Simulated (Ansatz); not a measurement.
**TiO2 (Anatase) under changes of volume**

One of the cells (11.354 Å³/atom); the others are scaled copies at fixed shape and fractional positions:

```
CELL_PARAMETERS angstrom
-1.89210 1.89210 4.75730
1.89210 -1.89210 4.75730
1.89210 1.89210 -4.75730
ATOMIC_POSITIONS crystal
Ti 0.75000 0.25000 0.50000
Ti 0.00000 0.00000 0.00000
O 0.79190 0.79190 0.00000
O 0.54190 0.04190 0.50000
O 0.95810 0.45810 0.50000
O 0.20810 0.20810 0.00000
```

```yaml
Program: Ansatz 0.2.0
Functional: PBE
Potentials_or_basis: Ansatz PAW polarizable
Cutoff: "420 eV (not typed: the program's choice for these potentials)"
k_mesh: 10 × 10 × 10
Occupations: fermi-dirac, width 0.05 eV
Spin: no spin polarisation
```

```tsv
volume (Å³/atom)	energy over the lowest point (meV/atom)	pressure (GPa)	gap on the mesh (eV)	largest force (eV/Å)
10.673	58.56	21.2	2.28	0.506
10.900	32.75	15.3	2.23	0.361
11.127	14.87	10.0	2.18	0.227
11.354	4.19	5.2	2.14	0.102
11.581	0.00	0.8	2.09	0.014
11.808	1.65	-3.1	2.04	0.122
12.035	?	?	?	?
```

**Question.** What does the run at 12.035 Å³/atom give?

**Answer.** Energy over the lowest point 8.57 meV/atom; pressure -6.6 GPa; gap on the mesh 2.00 eV; largest force 0.222 eV/Å.

Worked out: A Birch-Murnaghan fit of order 3 (a polynomial in V^(-2/3)) to the other rows has its minimum at 11.63 Å³/atom with B0 = V·E''(V) = 207 GPa and B' = 4.2 at fixed shape and positions, which overstates the stiffness. It gives 8.61 meV/atom at 12.035 Å³/atom, against the run's 8.57, and -dE/dV = -6.7 GPa, against -6.6. A straight line through the other rows of the gap, of slope -2.35 eV per unit of ln V, extrapolates to 2.00 eV, against the run's 2.00.

Energies are extrapolated to zero smearing.

A mesh can miss the band edges.
